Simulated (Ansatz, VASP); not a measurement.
# Cross-check of B26P26C (V_B-C_P) between VASP and Ansatz, part 2 of 2

One calculation is typed for both programs; each brings its own data sets. How far apart do they land? The cell is taken from a series of runs on this material, whose earlier steps may have relaxed, scaled, displaced or heated it; both programs get it as it stands.

VASP 6.6.1 and Ansatz 0.2.0.

So far. Step 2 (VASP: single point, r2SCAN, pair 1): The run ends at a pressure of -2.60 GPa, with forces up to 0.11 eV/Å.

## 5. Ansatz: single point, r2SCAN, pair 2

Level of this step: Ansatz beside VASP: Kohn-Sham DFT, plane waves, r2SCAN (Ansatz).

A single point gives forces, pressure and levels at one fixed geometry, so differences don't come from the geometry; what else differs is listed under the comparison.

The cell is taken from a series of runs on this material, whose earlier steps may have relaxed, scaled, displaced or heated it; both programs get it as it stands.

The input, input.yaml:

```yaml
crystal:
  checkpoint: "../qp1_M1.relax.run"
  host: checkpoint
basis:
  ecutwfc: 500
  xc_grid: 2
hamiltonian:
  xc: r2scan
  pseudopotentials: { kind: paw, azcp: { folder: soft_1 } }
kpoints:
  mp_grid: { grid: [2, 2, 2], shift: [0.5, 0.5, 0.5] }
scf:
  occupations: { method: fermi_dirac, width: 0.01 }
  max_iter: 80
output:
  forces: true
  eigenvalues: true
  charged_corrections: { defect_position: [0.625, 0.291667, 0.625] }
checkpoint:
  read: "../qp1_M1.relax.run"
  write: "../qp1_M1.point_neutral.run"
  compress: false
  write_wavefunctions: false
  write_every: 100000
```

On the command line:

```sh
ansatz run input.yaml --threads 4 --pin off --max-ram 7536MiB --backend cpu --events-out ev --progress --plain --runs-dir out
```

Numbers of over 12 decimals in the logs are rounded to 6 here.

The log of the run:

```text
Warning: checkpoint.read: spin treatment differs: saved collinear, current unpolarized; the saved charge density seeds this run and the saved magnetisation is not carried: this deck is unpolarised; the saved density holds an absolute magnetisation of 1.2e0 μB; saved orbitals and DFT+U occupations are not carried; the saved kinetic-energy density and PAW projector densities are carried summed over spin
checkpoint.read: the saved state was converged at a total charge of 1 e, and this run's is 0 e: a saved density that it takes is scaled to its electron count
[...]
atom  52  B      0.07784882    -0.17307640     0.07663476
  atom  53  P      0.01005245    -0.08762849     0.00731423
  max |Σ_I F_I| component: 1.15e-3 eV/Å
--- Band table (eV) ---
  k-point 0: bands = [... 102 lower, 7.5996, 8.2925, 8.2929, 9.5039, 9.7269, 9.7271, 10.8457, 10.8462, ... 49 higher]
  k-point 1: bands = [... 102 lower, 7.5754, 7.7881, 8.0785, 8.3991, 9.5350, 9.8637, 10.7951, 11.5312, ... 49 higher]
  k-point 2: bands = [... 102 lower, 7.5759, 7.7879, 8.0788, 8.3979, 9.5347, 9.8635, 10.7955, 11.5313, ... 49 higher]
  k-point 3: bands = [... 102 lower, 7.5759, 7.7878, 8.0793, 8.3978, 9.5347, 9.8635, 10.7956, 11.5312, ... 49 higher]
```

## 6. VASP: single point, r2SCAN, pair 2

The same cell, functional, mesh and smearing now go to VASP, with its own data sets.

The input, INCAR:

```
SYSTEM = B26P26C
PREC = Accurate
ENCUT = 580
EDIFF = 1E-06
NELM = 120
ISMEAR = -1
SIGMA = 0.01
LREAL = Auto
ALGO = Normal
METAGGA = R2SCAN
LASPH = .TRUE.
NBANDS = 144
LORBIT = 11
LWAVE = .FALSE.
LCHARG = .FALSE.
ISIF = 2
ISYM = 0
GGA_COMPAT = .FALSE.
LMIXTAU = .TRUE.
KPAR = 4
```

The input, POSCAR:

```
B26P26C
1.0
    0.0000000000      6.8045562257      6.8045562257
    6.8045562257      0.0000000000      6.8045562257
    6.8045562257      6.8045562257      0.0000000000
B P C
26 26 1
Direct
    0.0009112616      0.0002750875      0.9999657470
    0.0012786489      0.9997556496      0.3331905679
    0.9966839191      0.0014051951      0.6676340323
    0.0017733735      0.3335960100      0.0008631627
    0.9967516136      0.3342337528      0.3347800665
    0.0006805838      0.3352889721      0.6686531937
    0.0010751502      0.6667219003      0.0000891124
    0.0009192030      0.6665503117      0.3336884904
    0.0018002022      0.6674219873      0.6669980178
    0.3341430552      0.9997670137      0.0003205226
    0.3336057263      0.9992077462      0.3326957293
    0.3333046078      0.9989358620      0.6660209161
    0.3357580617      0.3342093414      0.9958056050
    0.3332964731      0.3326088154      0.3323901888
    0.3624912438      0.3209665382      0.6544441813
    0.3346637697      0.6665326389      0.9999628444
    0.3341866528      0.6668277507      0.3331985278
    0.3357807075      0.6623249273      0.6676377446
    0.6685849122      0.0013608299      0.9958090191
    0.6669689699      0.9989198938      0.3323794770
    0.6554069530      0.0280255093      0.6544421367
    0.6696492066      0.3352582752      0.9997195569
    0.6554469838      0.3209781484      0.3615354411
    0.6679669082      0.6674073809      0.0008305818
    0.6686388726      0.6623379346      0.3347678890
    0.6696335736      0.6662871907      0.6686486070
    0.2511240236      0.2485459011      0.2502038551
    0.2543959551      0.2475973571      0.5810272600
    0.2565914092      0.2479013890      0.9115925099
    0.2506965082      0.5833558490      0.2497222601
    0.2566438295      0.5780809358      0.5813475689
    0.2508903966      0.5833935252      0.9168164711
    0.2502939634      0.9158662573      0.2493305523
    0.2510847463      0.9167277487      0.5820160902
    0.2506978398      0.9163108486      0.9167759527
    0.5819316040      0.2475443843      0.2535226253
    0.5825894458      0.2481780464      0.9281621113
    0.5823352668      0.5780728022      0.2556706893
    0.5827358724      0.5944012853      0.5816910999
    0.5841554109      0.5846387804      0.9180605529
    0.5829365201      0.9167071735      0.2502082397
    0.5819461360      0.9200266121      0.5810159706
    0.5822500055      0.9222803130      0.9115519786
    0.9125262221      0.2478860182      0.2556970659
    0.9287794096      0.2483743845      0.5817180465
    0.9190473521      0.2497572071      0.9180659370
    0.9178094121      0.5834058879      0.2498953864
    0.9190303599      0.5846760899      0.5831779440
    0.9177207212      0.5833368171      0.9167475665
    0.9177267892      0.9163296148      0.2497326132
    0.9124970228      0.9222885587      0.5812951018
    0.9177705521      0.9165236360      0.9168059600
    0.5651832256      0.2307181548      0.5641948961
```

The input, KPOINTS:

```
Points of the shifted mesh
8
Reciprocal
 0.2500000000  0.2500000000  0.2500000000 1
 0.2500000000  0.2500000000  0.7500000000 1
 0.2500000000  0.7500000000  0.2500000000 1
 0.2500000000  0.7500000000  0.7500000000 1
 0.7500000000  0.2500000000  0.2500000000 1
 0.7500000000  0.2500000000  0.7500000000 1
 0.7500000000  0.7500000000  0.2500000000 1
 0.7500000000  0.7500000000  0.7500000000 1
```

The projector-augmented-wave data sets are B, P and C (PBE family, release 64).

On the command line:

```sh
mpirun -np 8 vasp_std
```

The log of the run:

```text
[banner, memory and clock lines left out]
running    8 mpi-ranks, on    1 nodes
[...]
[... a notice as in an earlier step ...]

 [... a notice as in an earlier step ...]

 LDA part: xc-table for (None), standard interpolation
 POSCAR, INCAR and KPOINTS ok, starting setup
[...]
entering main loop
       N       E                     dE             d eps       ncg     rms          rms(c)
DAV:   1     0.633311054263E+03    0.63331E+03   -0.10291E+05  2304   0.148E+03
DAV:   2    -0.432305225095E+03   -0.10656E+04   -0.10074E+04  2792   0.243E+02
DAV:   3    -0.504134014607E+03   -0.71829E+02   -0.70632E+02  2840   0.585E+01
DAV:   4    -0.505841094954E+03   -0.17071E+01   -0.16927E+01  2856   0.948E+00
[...]
DAV:  19    -0.455364966443E+03   -0.11412E-04   -0.31788E-05  2616   0.180E-02    0.845E-03
DAV:  20    -0.455364965576E+03    0.86676E-06   -0.13310E-05  2688   0.117E-02    0.800E-03
DAV:  21    -0.455364965415E+03    0.16097E-06   -0.66652E-07  1552   0.230E-03
   1 F= -.45536497E+03 E0= -.45536094E+03  d E =-.805341E-02
```

Parts of OUTCAR (step 6):

```text
  Total       -9.6000828     -9.6119607     -9.5675462      3.7598778      3.7366951      3.7506633
  in kB      -24.4093461    -24.4395469    -24.3266179      9.5599341      9.5009892      9.5365050
  external PRESSURE =     -24.3918370 kB  Pullay stress =       0.0000000 kB

 POSITION                                       TOTAL-FORCE (eV/Angst)
 -----------------------------------------------------------------------------------
      6.80619      6.81052      0.00807        -0.039026     -0.008030     -0.036967
      9.07011      2.27591      6.81159        -0.043857     -0.020126     -0.017142
      4.55252     11.32495      6.79155        -0.067711      0.049724      0.238216
      2.27585      0.01794      2.28204        -0.059023      0.004284     -0.060520
      4.55234      9.06048      9.05676        -0.065153      0.238952      0.046020
      6.83138      4.55452      2.28612        -0.171875      0.075596      0.071889
      4.53735      0.00792      4.54406        -0.008699     -0.003096     -0.007880
      6.80618      2.27686      4.54183        -0.036849     -0.034942     -0.009017
      9.08014      4.55088      4.55376        -0.059477     -0.057963      0.005340
      6.80515      2.27588      9.07667        -0.018451     -0.019218     -0.044562
      9.06301      4.53389      9.06920         0.004678      0.005940      0.006008
     11.32929      6.79997      9.06531        -0.004100     -0.005479      0.020536
      9.05016      9.06070      4.55883         0.051754      0.231136     -0.073492
      4.52502      4.52970      4.53119        -0.006044      0.019856     -0.002600
[...]
-----------------------------------------------------------------------------------
    total drift:                                0.012372     -0.015328      0.000066

  FREE ENERGIE OF THE ION-ELECTRON SYSTEM (eV)
  ---------------------------------------------------
  free  energy   TOTEN  =      -455.3649654153 eV

  energy  without entropy=     -455.3569120079  energy(sigma->0) =     -455.36093871

[... 2 parts as in an earlier step ...]
```

The run ends at a pressure of -2.44 GPa, with forces up to 0.36 eV/Å.

## 7. Differences

Both answers:

```csv
quantity,Ansatz,VASP,difference
gap on the k mesh (eV),0.031,0.030,+0.001
```

Forces on 10 of the 53 atoms, those with the largest forces and the largest differences (eV/Å; atoms numbered as in POSCAR):

```csv
atom,"Ansatz x, y, z","VASP x, y, z"
B3,"-0.068, 0.050, 0.240","-0.068, 0.050, 0.238"
B5,"-0.069, 0.238, 0.048","-0.065, 0.239, 0.046"
B15,"-0.185, 0.041, 0.040","-0.147, 0.011, 0.013"
B21,"0.045, -0.190, 0.044","0.015, -0.151, 0.013"
B23,"0.041, 0.039, -0.192","0.013, 0.011, -0.152"
P27,"0.001, -0.253, -0.002","0.007, -0.258, -0.002"
P37,"-0.245, -0.248, 0.167","-0.227, -0.231, 0.150"
P39,"-0.240, 0.156, -0.242","-0.223, 0.140, -0.224"
P41,"-0.253, 0.000, -0.001","-0.250, -0.002, -0.007"
P45,"0.153, -0.241, -0.243","0.136, -0.225, -0.226"
```

The forces differ by 9.6 meV/Å r.m.s., which is 10.1 % of the r.m.s. force of 0.095 eV/Å (both taken over all components). A gap on the mesh is an upper bound, since the band edges may lie between its points.

## 8. What came out

```
r.m.s. force difference (single point, r2SCAN, pair 1) : 9.7 meV/Å
r.m.s. force difference (single point, r2SCAN, pair 2) : 9.6 meV/Å
```

The r.m.s. force difference is 9.7 meV/Å (single point, r2SCAN, pair 1), within the 12 meV/Å picked in this series as the mark of a large difference. How closely two codes agree says nothing of how well the functional describes the real material.

[Lines on the potential files, build, host, timing and source positions are cut from VASP's logs without a mark.]

[Logs are printed without paths, hosts, clocks, repeated set-up lines and the standing remarks that a program may print on its own settings, such as how far it seeks lower states.]

[Hosts, paths, dates, database ids (printed as entryN), source tags and the programs' standing remarks are cut or masked in the printed files.]
